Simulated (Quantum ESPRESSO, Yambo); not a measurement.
Planning a run of Yambo 5.3.0 on BP (honeycomb monolayer). The input:

```
optics
bss
bse
em1s
dipoles
rim_cut
rim_w
RandQpts= 3000000
RandGvec= 100 RL
CUTGeo= "slab z"
RandGvecW= 9 RL
Chimod= "HARTREE"
BSKmod= "SEX"
BSEmod= "resonant"
BSSmod= "d"
BSENGexx= 30 Ry
BSENGBlk= 6 Ry
% BSEQptR
 1 | 1 |
%
% BSEBands
 2 | 7 |
%
% BEnRange
 0 | 7 | eV
%
% BDmRange
 0.1 | 0.1 | eV
%
BEnSteps= 141
% BLongDir
 1 | 0 | 0 |
%
% BndsRnXs
 1 | 31 |
%
NGsBlkXs= 6 Ry
% LongDrXs
 1 | 1 | 0 |
%
% KfnQP_E
 1.036 | 1.0 | 1.0 |
%
WRbsWF
```

```sh
OMP_NUM_THREADS=1 mpirun -n 4 yambo -F bse2.in -J bse2 -C bse2 > bse2.log
```

The stored states that it reads are on a 9×9×1 mesh. The cell holds 2 atoms: 1 B and 1 P. Cell: a = 3.213 Å, b = 3.213 Å, c = 14.000 Å, α = 90.0°, β = 90.0°, γ = 120.0°. Vacuum lies along c.

Estimate wall time and host memory on 4 MPI ranks of Arm Neoverse V1, shared host.

It took 61 s; on shared hardware allow 31 s to 2 min. Peak host memory was 2.2 GiB.

The kernel grows as the square of the matrix size, and full diagonalisation as its cube.

[Paths, hosts, dates, memory and timing lines, banners, echoed tables and standing remarks are left out of the program output.]

[Logs are printed without paths, hosts, clocks, repeated set-up lines and the standing remarks that a program may print on its own settings, such as how far it seeks lower states.]

[Runs of the session that timed out or met a known fault of the program may be left out.]

[Hosts, paths, dates, database ids (printed as entryN), source tags and the programs' standing remarks are cut or masked in the printed files.]
